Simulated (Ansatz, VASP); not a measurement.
# Cross-check of GaP between VASP and Ansatz, part 2 of 2

One calculation is typed for both programs; each brings its own data sets and cutoff. How far apart do they land?

VASP 6.6.1 and Ansatz 0.2.0.

So far. Step 2 (VASP: band structure, PBE): The run ends at a pressure of 2.48 GPa.

**3. Ansatz: band structure, PBE**

Level of this step: Ansatz beside VASP: Kohn-Sham DFT, plane waves, PBE (Ansatz).

Ansatz runs on its default PAW (the set named soft_2) files.

The same cell, functional, mesh and smearing now go to Ansatz, which takes its cutoff from its data sets.

input.yaml reads:

```yaml
crystal:
  lattice:
    - [0.0, 2.72525, 2.72525]
    - [2.72525, 0.0, 2.72525]
    - [2.72525, 2.72525, 0.0]
  atoms:
    - { symbol: Ga, position: [0.0, 0.0, 0.0] }
    - { symbol: P, position: [0.75, 0.75, 0.75] }
hamiltonian:
  xc: pbe
  pseudopotentials: { kind: paw }
kpoints:
  mp_grid: { grid: [6, 6, 6] }
  band_path:
    path:
      - [0.0, 0.0, 0.0]
      - [0.18182, 0.0, 0.18182]
      - [0.36364, 0.0, 0.36364]
      - [0.40909, 0.0, 0.40909]
      - [0.5, 0.0, 0.5]
      - [0.5, 0.09091, 0.59091]
      - [0.5, 0.18182, 0.68182]
      - [0.5, 0.25, 0.75]
      - [0.45455, 0.29545, 0.75]
      - [0.40909, 0.34091, 0.75]
      - [0.375, 0.375, 0.75]
      - [0.20455, 0.20455, 0.40909]
      - [0.06818, 0.06818, 0.13636]
      - [0.04545, 0.04545, 0.04545]
      - [0.22727, 0.22727, 0.22727]
      - [0.40909, 0.40909, 0.40909]
      - [0.51136, 0.47727, 0.51136]
      - [0.55682, 0.38636, 0.55682]
      - [0.60227, 0.29545, 0.60227]
      - [0.61364, 0.25, 0.63636]
      - [0.56818, 0.25, 0.68182]
      - [0.51136, 0.25, 0.73864]
      - [0.5, 0.29545, 0.70455]
      - [0.5, 0.38636, 0.61364]
      - [0.5, 0.47727, 0.52273]
      - [0.47727, 0.47727, 0.54545]
      - [0.43182, 0.43182, 0.63636]
      - [0.38636, 0.38636, 0.72727]
      - [0.60227, 0.20455, 0.60227]
      - [0.55682, 0.11364, 0.55682]
      - [0.5, 0.0, 0.5]
    npoints: 1
scf:
  occupations: { method: gaussian, width: 0.01 }
  n_extra_bands: 7
output:
  forces: true
  stress: true
  eigenvalues: true
  write_density: true
  write_potential: true
  elf: true
  volumetric_format: npy
```

Started as:

```console
> ansatz run input.yaml --threads 2 --pin off --max-ram 4608MiB --backend cpu --events-out ev --progress --plain --runs-dir out
```

Numbers of over 12 decimals in the logs are rounded to 6 here.

The program printed:

```text
scf.n_extra_bands = 7 over 9 filled bands (N_el = 18.0): the run solves 16 bands
Engine: ansatz 0.2.0, aarch64-unknown-linux-gnu
Pseudopotentials: kind: paw
Pseudopotential: Ga, paw, valence charge 13, recommended cutoff 420 eV (normal), Ga.paw.azcp
Pseudopotential: P, paw, valence charge 5, recommended cutoff 420 eV (normal), P.paw.azcp
Functional definition: PBE
  parameter kappa = 0.804
  parameter beta = 0.066725
  exchange = pbe_x(kappa = kappa, mu = beta*pi^2/3)
  correlation = pbe_c(beta = beta)
Crystal: 2 atoms, lattice volume = 40.481 Å³
Basis set: ecut = 420 eV, 749 PW (Γ), exchange–correlation on 54×54×54 points (8 copies of the dense FFT grid, shifted against one another)
Bands: 16, of which v1, the nominal top of the filled ones, is band 9 counted from 1 (8 counted from 0)
Symmetry: 24 space group operations
Space group: F-43m (ITA 216), of the structure as read, at distance tolerance 3.4e-5 Å
k-points: 16 of 216 (time reversal used)
Non-local potential: Ga, projectors of the file, l = 0: 2, l = 1: 2, l = 2: 3, l = 3: 1
Non-local potential: P, projectors of the file, l = 0: 2, l = 1: 2, l = 2: 2
PAW form: soft (Blöchl's): semilocal exchange-correlation on the pseudo side does not see the compensation charge
PAW one-centre angular grid: Ga, 590 points (default); XC on 64 Gauss nodes
PAW one-centre angular grid: P, 110 points (default); XC on 64 Gauss nodes
Initial density: superposition of atomic densities (neutral atoms: chi_scale 0, normalization atom), corrected by the library's trained network
Initial wavefunctions: pseudopotential atomic-orbital guess
Functional: x = pbe(κ = 0.804, μ = 0.219515), c = pbe(β = 0.066725)
SCF iter   1: F=—  HF=-4539.534944 eV  |F-HF|=—  |Δ(HF+E_count)|=         —  Δρ=1.74e-3  dr2=1.09e-3  ethr=1.77e-3  ⟨swp⟩=6.6  Hψ=1705  notcnv=0
preconditioner: auto → none  [insulator: Δε(μ)=1.644 eV  Ē_g=18.024 eV  σ=0.010 eV  W_gap=1.00  n_scr=14 (ndim 8)  ℏωp=24.8 eV  f_vac=0.011  D(μ)=0.00/eV (n_scr^D=0)  ε∞_Penn≈2.9]
SCF iter   2: F=—  HF=-4539.534532 eV  |F-HF|=—  |Δ(HF+E_count)|=   4.12e-4  Δρ=1.64e-3  dr2=6.86e-4  ethr=6.06e-6  ⟨swp⟩=2.9  Hψ=665  notcnv=0  defer=38
SCF iter   3: F=—  HF=-4539.534163 eV  |F-HF|=—  |Δ(HF+E_count)|=   3.69e-4  Δρ=6.95e-4  dr2=1.23e-4  ethr=3.81e-6  ⟨swp⟩=2.0  Hψ=436  notcnv=0  defer=38
SCF iter   4: F=—  HF=-4539.534193 eV  |F-HF|=—  |Δ(HF+E_count)|=   2.96e-5  Δρ=3.18e-4  dr2=2.03e-5  ethr=6.82e-7  ⟨swp⟩=2.0  Hψ=436  notcnv=0  defer=38
SCF iter   5: F=—  HF=-4539.534185 eV  |F-HF|=—  |Δ(HF+E_count)|=   7.48e-6  Δρ=9.97e-5  dr2=2.84e-6  ethr=1.13e-7  ⟨swp⟩=2.1  Hψ=325  notcnv=0  defer=38
SCF iter   6: F=—  HF=-4539.534185 eV  |F-HF|=—  |Δ(HF+E_count)|=   2.36e-7  Δρ=6.29e-5  dr2=7.90e-7  ethr=1.58e-8  ⟨swp⟩=2.9  Hψ=374  notcnv=0  defer=38
SCF iter   7: F=-4539.534185 eV  HF=-4539.534185 eV  |F-HF|=5.49e-8  |Δ(HF+E_count)|=   2.76e-7  Δρ=1.57e-5  dr2=4.59e-8  ethr=5.56e-10  ⟨swp⟩=13.0  Hψ=2089  notcnv=0
SCF 1 converged in 7 iterations: F = -4539.534185 eV  dr2 = 4.59e-8
  Residual-converged pass: ⟨swp⟩=1.2  Hψ=324  notcnv=0  max |occ|·‖R‖ = 7.0e-9 eV (tolerance 1.0e-8 eV)  dr2=4.59e-8  dr2_onsite=3.03e-8  max |Δocc| = 0.0e0
  greatest PAW one-centre occupation: 0.994 electrons in one spin orbital (limit 2), on the Ga atom at site 0 (counted from 0), in its partial waves of l = 2
NSCF: frozen V_eff on 31 k-points
SCF converged after 7 iterations
Free energy (F): -4539.534185 eV
Harris-Foulkes:  -4539.534185 eV  (|F-HF|=5.49e-8)
Internal energy: -4539.534185 eV  (E = F + TS)
E sigma→0 (E₀):  -4539.534185 eV
Fermi energy:    7.917742 eV
--- Per-component energies (eV) ---
  E_band       = -58.178693
  E_kinetic    = 186.372437
  E_local      = -2200.551044  (includes V_loc(G=0)·N_el)
  E_nonlocal   = 458.867590
  E_hartree    = 1017.624301
  E_xc         = -130.788733
  E_vxc        = -119.043468  (∫ρ·V_xc dr)
  E_paw        = -2558.413688  (= ΣΔE_a)
  E_vpaw       = -419.060229  (= ΣTr[D̂ρ^β])
  E_aug_tail   = -0.000104  (compensation charges beyond the density's cutoff)
  E_ewald      = -1312.644944
  E_smearing   = -0.000000  (= −TS)
  E_closure    = -0.000000  (closes the sum)
  Σ components = -4539.534185   (vs F -4539.534185, Δ=0.00e0)
--- Forces (eV/Å), atoms counted from 1 ---
  atom   1  Ga    -0.00000000     0.00000000    -0.00000000
  atom   2  P      0.00000000     0.00000000    -0.00000000
  max |Σ_I F_I| component: 1.48e-16 eV/Å
--- Stress (GPa, compression-positive) ---
        2.531882       0.000000      -0.000000
        0.000000       2.531882       0.000000
       -0.000000       0.000000       2.531882
  P = ⅓ Tr σ = 2.5319 GPa (25.319 kbar)
--- Band table (eV; the first three rows and the last of 16) ---
  k-point 0: bands = [... 5 lower, -5.4013, 7.0923, 7.0923, 7.0923, 8.9192, 10.9730, 10.9730, 10.9730, ... 3 higher]
  k-point 1: bands = [... 5 lower, -5.0450, 4.7046, 6.7210, 6.7210, 9.5047, 11.5213, 11.5213, 12.1169, ... 3 higher]
  k-point 2: bands = [... 5 lower, -4.0976, 1.8834, 6.1848, 6.1848, 8.9896, 11.8980, 11.8980, 14.6886, ... 3 higher]
  k-point 15: bands = [... 5 lower, -2.3653, 0.4835, 3.7157, 3.8281, 10.5677, 10.7368, 14.6373, 14.6610, ... 3 higher]
```

It took 1.1 s on 2 threads of Arm Neoverse V2, shared host; peak memory 0.29 GiB.

In the SCF lines HF is the Harris–Foulkes energy and dr2 the Hartree energy of the density residual, in eV; the loop may stop once dr2 is under the threshold and the program's other checks hold. Hψ counts applications of the Hamiltonian.

**4. Comparison**

Known differences besides the potentials themselves: the cutoff is 420 eV in Ansatz and 430 eV in VASP; VASP leaves aspherical gradient terms in its spheres out (LASPH is not set), Ansatz keeps them. Total energies have different zeros and are not compared.

Both answers:

```
                     quantity  Ansatz   VASP  difference
gap over the path points (eV)   1.593  1.591      +0.002
```

Levels at points of the path, from each program's valence-band top (eV; 3 filled, then empty):

```
k (reciprocal lattice)                             Ansatz                               VASP
     0.000 0.000 0.000      0.00 0.00 0.00 1.83 3.88 3.88      0.00 0.00 0.00 1.82 3.88 3.88
     0.182 0.000 0.182   -2.51 -1.13 -1.13 2.66 3.88 5.64   -2.52 -1.13 -1.13 2.66 3.88 5.64
     0.364 0.000 0.364   -5.49 -2.38 -2.38 1.66 2.62 8.72   -5.49 -2.38 -2.38 1.66 2.62 8.73
     0.409 0.000 0.409   -6.11 -2.55 -2.55 1.59 2.25 9.52   -6.11 -2.55 -2.55 1.59 2.24 9.52
     0.500 0.000 0.500  -6.76 -2.69 -2.69 1.65 1.82 10.57  -6.76 -2.69 -2.69 1.65 1.82 10.57
     0.500 0.091 0.591   -6.70 -2.98 -2.94 2.28 2.45 9.23   -6.70 -2.98 -2.94 2.27 2.45 9.24
     0.500 0.182 0.682   -6.59 -3.44 -3.31 3.75 3.92 7.21   -6.59 -3.44 -3.31 3.75 3.92 7.21
     0.500 0.250 0.750   -6.55 -3.58 -3.42 4.70 4.86 6.10   -6.55 -3.58 -3.42 4.70 4.86 6.10
     0.455 0.295 0.750   -6.54 -3.76 -3.03 3.66 4.88 6.60   -6.54 -3.76 -3.03 3.65 4.88 6.60
     0.409 0.341 0.750   -6.55 -3.90 -2.45 2.51 4.82 7.62   -6.54 -3.90 -2.45 2.51 4.82 7.62
```

Among the levels compared at these points, filled levels agree within 2 meV and empty ones within 6 meV. Not compared: the pressure (VASP's GW data sets at this cutoff don't carry it).

**5. Ansatz: single point, PBE**

With cell and atoms fixed, the geometry can't cause a difference; cores, projectors, grids and the points listed under the comparison can.

input.yaml, the sections that differ from step 3:

```yaml
kpoints:
  mp_grid: { grid: [6, 6, 6] }
scf:
  occupations: { method: gaussian, width: 0.01 }
  n_extra_bands: 4
# crystal, hamiltonian, output: as in step 3
```

The program printed:

```text
[...]
Crystal: 2 atoms, lattice volume = 40.481 Å³
Basis set: ecut = 420 eV, 749 PW (Γ), exchange–correlation on 54×54×54 points (8 copies of the dense FFT grid, shifted against one another)
Bands: 13, of which v1, the nominal top of the filled ones, is band 9 counted from 1 (8 counted from 0)
Symmetry: 24 space group operations
[...]
k-points: 16 of 216 (time reversal used)
[...]
--- Band table (eV; the first three rows and the last of 16) ---
  k-point 0: bands = [... 5 lower, -5.4013, 7.0923, 7.0923, 7.0923, 8.9192, 10.9731, 10.9731, 10.9731]
  k-point 1: bands = [... 5 lower, -5.0450, 4.7047, 6.7210, 6.7210, 9.5048, 11.5213, 11.5213, 12.1169]
  k-point 2: bands = [... 5 lower, -4.0976, 1.8834, 6.1848, 6.1848, 8.9896, 11.8980, 11.8980, 14.6886]
  k-point 15: bands = [... 5 lower, -2.3653, 0.4835, 3.7157, 3.8281, 10.5677, 10.7368, 14.6373, 14.6610]
[key lines of the parts left out:]
SCF converged after 7 iterations
Free energy (F): -4539.534185 eV
Fermi energy:    7.917753 eV
P = ⅓ Tr σ = 2.5318 GPa (25.318 kbar)
```

Elapsed: 0.73 s, on 2 threads; peak memory 0.29 GiB.

The run ends at a pressure of 2.53 GPa.

**6. VASP: single point, PBE**

The same cell, functional, mesh and smearing now go to VASP, with its own data sets and cutoff.

INCAR reads:

```
SYSTEM = GaP
PREC = Accurate
ENCUT = 430
EDIFF = 1E-08
NELM = 100
ISMEAR = 0
SIGMA = 0.01
LREAL = .FALSE.
ALGO = Normal
GGA = PE
NBANDS = 15
LORBIT = 11
LWAVE = .TRUE.
LCHARG = .FALSE.
KPAR = 8
```

POSCAR reads:

```
GaP
1.0
    0.0000000000      2.7252500000      2.7252500000
    2.7252500000      0.0000000000      2.7252500000
    2.7252500000      2.7252500000      0.0000000000
Ga P
1 1
Direct
    0.0000000000      0.0000000000      0.0000000000
    0.7500000000      0.7500000000      0.7500000000
```

KPOINTS reads:

```
Automatic mesh
0
Gamma
6 6 6
0 0 0
```

Potentials, in the order of the species: Ga_d_GW and P_GW (PBE family, release 64).

Started as:

```console
> mpirun -np 8 vasp_std
```

The program printed:

```text
[banner, memory and clock lines left out]
running    8 mpi-ranks, on    1 nodes
[...]
[... a notice as in an earlier step ...]

 LDA part: xc-table for (Slater+PW92), standard interpolation
 POSCAR, INCAR and KPOINTS ok, starting setup
[...]
entering main loop
       N       E                     dE             d eps       ncg     rms          rms(c)
[... 13 cycles as in an earlier step ...]
   1 F= -.90816194E+01 E0= -.90816194E+01  d E =-.175639E-35
 writing wavefunctions
```

OUTCAR, selected parts (step 6):

```text
[... 6 parts as in an earlier step ...]

[... 1 further part left out ...]
[key lines of the parts left out:]
E-fermi :   4.4504
```

The gap is read on the k-mesh alone, so it is an upper bound where the band edges lie off the mesh.

**7. Side by side**

Both answers:

```
              quantity  Ansatz   VASP  difference
gap on the k mesh (eV)   1.651  1.647      +0.004
```

Not compared: the pressure (VASP's GW data sets at this cutoff don't carry it). A gap on the mesh is an upper bound, since the band edges may lie between its points.

**8. Results**

```yaml
difference_in_gap_over_the_path_points_band_structure_pbe: 0.0022 eV
difference_in_gap_on_the_k_mesh_single_point_pbe: 0.0040 eV
```

What this shows: The difference in gap on the k mesh is 0.0040 eV (single point, PBE), within the 0.08 eV picked in this series as the mark of a large difference. How closely two codes agree says nothing of how well the functional describes the real material.

[Lines on the potential files, build, host, timing and source positions are cut from VASP's logs without a mark.]

[Logs are printed without paths, hosts, clocks, repeated set-up lines and the standing remarks that a program may print on its own settings, such as how far it seeks lower states.]

[Hosts, paths, dates, database ids (printed as entryN), source tags and the programs' standing remarks are cut or masked in the printed files.]
